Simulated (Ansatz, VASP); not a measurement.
Two plane-wave programs on Ru

Contents of INCAR:

```
ALGO = Fast
EDIFF = 1E-6
ENCUT = 520
GGA = PS
ISIF = 2
ISMEAR = 0
LASPH = True
LCHARG = False
LREAL = False
LWAVE = False
NBANDS = 21
NELM = 100
PREC = Accurate
SIGMA = 0.15
```

Contents of KPOINTS:

```
k-points
0
Gamma
  21 21 12
```

The input POSCAR:

```
Ru
1.0
    2.6749909338      0.0000000000      0.0000000000
   -1.3374954669      2.3166101036      0.0000000000
    0.0000000000      0.0000000000      4.1617508948
Ru
2
Direct
    0.3333333333      0.6666666667      0.2500000000
    0.6666666667      0.3333333333      0.7500000000
```

Input for Ansatz:

```yaml
crystal:
  lattice:
    - [2.6749909338, 0.0, 0.0]
    - [-1.3374954669, 2.3166101036, 0.0]
    - [0.0, 0.0, 4.1617508948]
  atoms:
    - { symbol: Ru, position: [0.3333333333, 0.6666666667, 0.25] }
    - { symbol: Ru, position: [0.6666666667, 0.3333333333, 0.75] }
basis:
  ecutwfc: 420
kpoints:
  mp_grid: { grid: [21, 21, 12] }
hamiltonian:
  xc: pbesol
  pseudopotentials: { kind: paw, azcp: { folder: soft_1 } }
scf:
  occupations: { method: gaussian, width: 0.15 }
output:
  forces: true
  stress: true
  eigenvalues: true
```

Alike in both runs: task single point; functional PBEsol; k mesh 21 × 21 × 12; occupations gaussian, width 0.15 eV; no spin polarisation.

|  | VASP | Ansatz |
| --- | --- | --- |
| version | VASP 6.6.1 | Ansatz 0.2.0 |
| potentials or method | VASP PAW PBE potentials, release 64 (Ru_pv) | scalar-relativistic, plane waves, PAW |
| plane-wave cutoff (eV) | 520 | 420 |
| valence electrons in the cell | 28 | 32 |

|  | VASP | Ansatz | Ansatz less VASP |
| --- | --- | --- | --- |
| gap on the k mesh at the Fermi level (eV) | none | none | - |
| pressure (GPa) | 12.6 | 12.6 | +0.07 |
| largest component of the traceless stress (GPa) | 5.71 | 5.72 | +0.005 |

A gap of «none» marks a metal or a gap that the smearing closes. The two sets of potentials don't hold the same shells in valence. Ansatz warned: «pseudo_functional_mismatch».

Caveats: the PAW data sets were made with another functional, which shifts forces and pressure a little (VASP).
